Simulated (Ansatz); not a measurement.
A plane-wave DFT run in Ansatz 0.2.0 (scalar-relativistic PAW potentials unless the input names others): input and command.

```yaml
crystal:
  lattice:
    - [0.0, 2.3144026467, -2.3144026467]
    - [4.6288052935, 0.0, 0.0]
    - [-2.3144026467, -4.6288052935, -2.3144026467]
  atoms:
    - { symbol: Na, position: [0.0, 0.0, 0.0], spin: 2.0 }
    - { symbol: Na, position: [0.3333333333, 0.3333333333, 0.6666666667] }
    - { symbol: Na, position: [0.6666666667, 0.6666666667, 0.3333333333] }
    - { symbol: F, position: [0.0, 0.5, 0.0] }
    - { symbol: F, position: [0.3333333333, 0.8333333333, 0.6666666667] }
    - { symbol: F, position: [0.6666666667, 0.1666666667, 0.3333333333] }
basis:
  ecutwfc: 420
kpoints:
  mp_grid: { grid: [8, 8, 8] }
hamiltonian:
  xc: pbesol
scf:
  occupations: { method: gaussian, width: 0.02 }
  max_iter: 60
output:
  forces: true
  eigenvalues: true
  stress: true
```

```bash
ansatz run input.yaml --threads 1 --pin off --max-ram 2560MiB --backend cpu --events-out ev --progress --plain --runs-dir out
```

What will the program do with this input?

The program refuses it, because of a moment without spin polarisation (crystal.atoms[0].spin: not typed → 2.0). Without that key it is accepted.

Abridged log:
```
Error: inconsistent input (magnetization.spin_polarized): false but per-atom `spin:`, `per_species`, `initial_magnetization`, `magnetic_field`, or `spin_locking` is set
```